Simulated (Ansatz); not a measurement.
## Sn in Ansatz: convergence with cutoff

Input of the first run (cutoff 80 eV); the others differ in this setting and in those tied to it:

Contents of input.yaml:

```yaml
crystal:
  lattice:
    - [-2.9401404553, 2.9401404553, 1.5993019889]
    - [2.9401404553, -2.9401404553, 1.5993019889]
    - [2.9401404553, 2.9401404553, -1.5993019889]
  atoms:
    - { symbol: Sn, position: [0.0, 0.0, 0.0] }
    - { symbol: Sn, position: [0.75, 0.25, 0.5] }
kpoints:
  mp_grid: { grid: [9, 9, 9] }
scf:
  occupations: { method: fermi_dirac, width: 0.05 }
hamiltonian:
  xc: pbe
  pseudopotentials: { kind: all_electron, lapw: { basis_error: 0.001 } }
output:
  forces: true
  stress: true
  eigenvalues: true
basis:
  ecutwfc: 80
```

Potentials or basis: all-electron LAPW, scalar-relativistic.

The run is started by

```bash
$ ansatz run input.yaml --threads 1 --pin off --max-ram 3072MiB --backend cpu --events-out ev --progress --plain --runs-dir out
```

Hardware: 1 thread of Intel(R) Xeon(R) Platinum 8488C (Sapphire Rapids), with other jobs on the host.

Q: The values tried are 80 eV, 110 eV, 140 eV, 180 eV, 230 eV, 290 eV, 360 eV, 450 eV, 560 eV, loosest first. From which on does the pressure stay within 0.1 GPa of the tightest run that finished?

A: From 140 eV on.

```csv
cutoff,"energy less the tightest run, at zero smearing (meV/atom)",pressure (GPa),SCF cycles,CPU time (s),peak memory (GiB)
80 eV,129.76,2.98,8,12,0.33
110 eV,26.15,1.70,8,16,0.34
140 eV,5.79,1.46,8,14,0.35
180 eV,0.86,1.41,8,18,0.37
230 eV,0.06,1.40,8,20,0.4
290 eV,0.01,1.40,8,33,0.49
360 eV,0.01,1.40,8,42,0.56
450 eV,0.00,1.40,8,67,0.74
560 eV,0.00,1.40,8,97,1
```

Against the tightest run, the energy stays within 1 meV/atom from 180 eV on. The tightest run that finished is the yardstick and may itself not be fully converged.
